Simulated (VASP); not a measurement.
Write the native input for VASP 6.6.1 that does the following.

| Quantity | Value |
| --- | --- |
| Task | relaxation of cell and atoms |
| Functional | LDA |
| Potentials or basis | VASP PAW LDA potentials, release 64 (Se) |
| Cutoff | 520 eV |
| k mesh | 21 × 21 × 21 |
| Occupations | gaussian, width 0.1 eV |
| Spin | no spin polarisation |
| Target pressure | 0.0001 GPa |
| Further INCAR settings | ALGO = Normal; EDIFF = 1e-07; IBRION = 2; EDIFFG = -0.002; NSW = 80; ISIF = 3 |
| Target pressure | 0.0001 GPa |

The structure of Se lies in POSCAR:

```
Se                                      
1.0
    2.0294217090      1.1716876137      1.1177675364
   -2.0294217090      1.1716876137      1.1177675364
    0.0000000000     -2.3433752290      1.1177675380
  Se            
     1
Direct
     1.0000000000000000    1.0000000000000000    0.0000000000000000
```

This isn't the form of Se at room conditions, which is trigonal, of chains.

These files were run (other wordings do the same):

INCAR

```
PREC = Accurate ; ENCUT = 520
EDIFF = 1E-7 ; ISMEAR = 0
SIGMA = 0.1 ; LREAL = F
LASPH = T ; NELM = 60
ALGO = Normal ; ISIF = 3
LWAVE = F ; LCHARG = F
GGA = CA ; IBRION = 2
NSW = 80 ; EDIFFG = -0.002
PSTRESS = 0.001
```

KPOINTS

```
Automatic mesh
0
Gamma
  21 21 21
```

Potentials or basis: VASP PAW LDA potentials, release 64 (Se).

The run is started by

```sh
$ cat potpaw_LDA.64/Se/POTCAR > POTCAR
$ mpirun -np 1 vasp_std > vasp.out
```

It gave:

```
Relaxed volume                                         : 21.27 Å³/atom
Relaxed cell                                           : a = 2.771 Å, b = 2.771 Å, c = 2.771 Å, α = 90.12°, β = 90.12°, γ = 90.12°
Space group after relaxing (to 0.05 Å)                 : Pm-3m (No. 221)
Energy change on relaxing (the enthalpy is what falls) : -409.2 meV/atom
Ionic steps                                            : 18
Pressure after relaxing                                : 0.0 GPa
Band gap on the k mesh                                 : none (metal or under the smearing width)
```

Caveat: the cell is relaxed towards a set pressure, so the enthalpy falls and the energy may rise; the volume moved by over 15 % at a fixed basis, so the end points are rough.

Run time: 8.4 min on 1 thread of Intel(R) Xeon(R) Platinum 8259CL CPU @ 2.50GHz (Skylake/Cascade Lake) (shared host), peak memory 0.21 GiB.
